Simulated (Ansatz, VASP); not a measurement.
# One calculation of Pd, two programs

```
CELL_PARAMETERS angstrom
0.00000 1.84766 1.84766
1.84766 0.00000 1.84766
1.84766 1.84766 0.00000
ATOMIC_POSITIONS crystal
Pd 0.00000 0.00000 0.00000
```

Change from the starting cell: strain -0.050 along x and y, -0.050 along z, atoms carried along.

Alike in both runs: task single point; functional PBE; k mesh 8 × 8 × 8; occupations gaussian, width 0.15 eV; no spin polarisation.

|  | VASP | Ansatz |
| --- | --- | --- |
| version | VASP 6.6.1 | Ansatz 0.2.0 |
| potentials or method | VASP PAW PBE potentials, release 64 (Pd) | scalar-relativistic, plane waves, PAW |
| plane-wave cutoff (eV) | 520 | 420 |
| valence electrons in the cell | 10 | 18 |

VASP gave:

- gap on the k mesh at the Fermi level (eV): none
- pressure (GPa): 56.2

Task: What did Ansatz give for the same quantities?

Result: gap on the k mesh at the Fermi level (eV): none; pressure (GPa): 56.7.

A gap of «none» marks a metal or a gap that the smearing closes. The two sets of potentials don't hold the same shells in valence.

Caveats: the k mesh is coarse (spacing up to 0.37 Å⁻¹), so the values aren't converged; so large a pressure means that the cell lies far from this level's equilibrium, or that cutoff or potentials fall short (VASP).
